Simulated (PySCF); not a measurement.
# One molecule, many functionals

C₅H₁₂.
SMILES: `CCC(C)C`

Linear-response calculations in the def2-SVPD basis (PySCF; singlets by full response, triplets Tamm–Dancoff, core orbitals frozen in the response; HF means time-dependent Hartree–Fock). 'Strongest' is the level of largest summed f among the singlets computed (10 roots, of which the last may lack a degenerate partner); it can jump between rows when another state enters that window. S1 is the lowest singlet of each run and needn't be the same state throughout; f(S1) is that of one state. Isolated species at its PBE0-D3(BJ)/def2-SVP geometry (one conformer only).

| functional | kind | S1 (eV) | f(S1) | strongest (eV) | T1 (eV) | HOMO (eV) | gap (eV) | ionisation energy, ΔSCF (eV) |
| --- | --- | --- | --- | --- | --- | --- | --- | --- |
| LDA | LDA | 7.49 | 0.003 | 8.40 | 7.35 | -7.45 | 7.44 | 10.38 |
| PBE | GGA | 7.58 | 0.004 | 8.46 | 7.42 | -7.43 | 7.52 | 10.34 |
| B3LYP | global hybrid, 20% exact exchange | 8.22 | 0.005 | 9.08 | 8.03 | -8.61 | 9.11 | 10.78 |
| PBE0 | global hybrid, 25% exact exchange | 8.45 | 0.004 | 9.37 | 8.21 | -8.79 | 9.58 | 10.78 |
| CAM-B3LYP | range-separated hybrid | 8.73 | 0.004 | 9.62 | 8.46 | -10.22 | 11.65 | 11.03 |
| wB97X-D | range-separated hybrid | 8.98 | 0.004 | 9.76 | 8.82 | -10.69 | 13.13 | 10.95 |
| LC-wPBE | range-separated hybrid | 9.45 | 0.002 | 10.24 | 9.00 | -11.54 | 14.08 | 11.21 |
| HF | Hartree–Fock | 10.18 | 0.004 | 10.94 | 9.40 | -12.18 | 14.99 | not settled |

Task: What does BHandHLYP (global hybrid, 50% exact exchange) give?

Result: S1 (eV) 9.06, f(S1) 0.005, strongest (eV) 10.00, T1 (eV) 8.77, HOMO (eV) -10.13, gap (eV) 11.40, ionisation energy, ΔSCF (eV) 11.07. S1 runs from 7.49 eV (LDA) to 10.18 eV (HF), a spread of 2.68 eV, while the orbital gap spreads over 7.5 eV. Along PBE (0%), B3LYP (20%), PBE0 (25%), BHandHLYP (50%), HF (100%) S1 rises with the share of exact exchange. −ε(HOMO) comes closest to its own ΔSCF ionisation energy with wB97X-D (-0.26 eV) and misses most with LDA (-2.93 eV). 'Not settled' means that the ion's SCF failed to converge or may have ended in another state than the lowest.
